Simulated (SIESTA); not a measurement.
NiO2 under changes of volume

One of the cells (10.443 Å³/atom); the others are scaled copies at fixed shape and fractional positions:

```
Ni O
1.0
     2.79878    0.00000    0.00000
    -1.39939    2.42382    0.00000
     0.00000    0.00000    4.61827
Ni O
1 2
Direct
  0.00000 0.00000 0.50000
  0.33333 0.66667 0.29396
  0.66667 0.33333 0.70604
```

The cell comes from a database or a generator and needn't be the stable form of this composition.

* Program: SIESTA 5.4.2
* Functional: LDA
* Potentials or basis: PseudoDojo 0.4 standard (LDA files)
* Basis: DZP (energy shift 0.003 Ry; two zetas on semicore shells)
* Grid cutoff: 800 Ry
* Energy shift: 0.003 Ry
* k mesh: 8 × 8 × 4
* Occupations: fermi-dirac, width 0.05 eV
* Spin: collinear spin, ferromagnetic start
* Starting moments: [1.0, 0.0, 0.0] μB

```tsv
volume (Å³/atom)	energy over the lowest point (meV/atom)	pressure (GPa)	gap on the mesh (eV)	largest force (eV/Å)
9.816	2.51	4.4	0.86	0.495
10.025	0.00	-0.5	0.83	0.152
10.234	3.56	-4.9	0.81	0.164
10.443	?	?	?	?
10.652	26.14	-12.1	0.77	0.714
10.861	44.00	-15.2	0.75	0.956
11.070	65.63	-17.9	0.73	1.180
```

What does the run at 10.443 Å³/atom give?

Energy over the lowest point 12.49 meV/atom; pressure -8.7 GPa; gap on the mesh 0.79 eV; largest force 0.450 eV/Å.

Worked out: A Birch-Murnaghan fit of order 3 (a polynomial in V^(-2/3)) to the other rows has its minimum at 10.00 Å³/atom with B0 = V·E''(V) = 224 GPa and B' = 4.8 at fixed shape and positions, which overstates the stiffness. It gives 12.47 meV/atom at 10.443 Å³/atom, against the run's 12.49, and -dE/dV = -8.7 GPa, against -8.7. A straight line through the other rows of the gap, of slope -1.05 eV per unit of ln V, gives 0.79 eV, against the run's 0.79.

Energies are extrapolated to zero smearing.

Caveats: short orbitals over semicore shells can move pressures by several GPa; the basis of atomic orbitals isn't converged, which shifts pressures, moduli and gaps; forces of over 1 eV/Å show positions far from the minimum, so gaps and moduli don't describe the material at rest (some runs).

A mesh can miss the band edges.
